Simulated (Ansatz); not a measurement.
# Br: distorted cells

The calculation used Ansatz 0.2.0, DFT PBE, scalar-relativistic, plane waves, PAW.

Cutoff 420 eV; k points 18×18×18 on the computed 1-atom cell (Γ-centred); Gaussian smearing, width 0.10 eV; no spin polarisation.

Reference cell:

```
Br
1.0
    -1.28677    1.72000    3.57799
     1.28677   -1.72000    3.57799
     1.28677    1.72000   -3.57799
Br
1
Cartesian
  0.0000 0.0000 0.0000
```

Each variant moves atoms of this cell by the vectors given, if any (Å), and then applies a symmetric strain (tensor components, Cartesian axes). The reference cell isn't relaxed at this level. Energies are per atom at zero smearing, counted from the lowest variant. Pressure is positive in compression.

1. strain (xx yy zz yz xz xy, %) 2.29 -8.42 -1.14 0.00 0.00 -4.54
2. strain (xx yy zz yz xz xy, %) 0.19 2.14 2.25 0.00 0.00 -2.00
3. strain (xx yy zz yz xz xy, %) -4.33 -2.51 -1.78 0.00 0.00 4.00
4. strain (xx yy zz yz xz xy, %) -6.61 -1.85 0.63 0.00 3.72 0.00

**Question.** Order the variants by energy, lowest first.

**Answer.** 2 (0.0 meV/atom), 1 (71.7 meV/atom), 3 (84.0 meV/atom), 4 (154.1 meV/atom).

**Question.** Order them by pressure, highest first.

**Answer.** 4 (9.17 GPa), 3 (6.28 GPa), 1 (1.73 GPa), 2 (0.58 GPa).

Each cell of Br holds layers, chains or molecules, and where no dispersion correction was added their binding is poorly described. Spin polarisation was left out, and a magnetic state may lie lower.

This form isn't the element's structure at ambient conditions.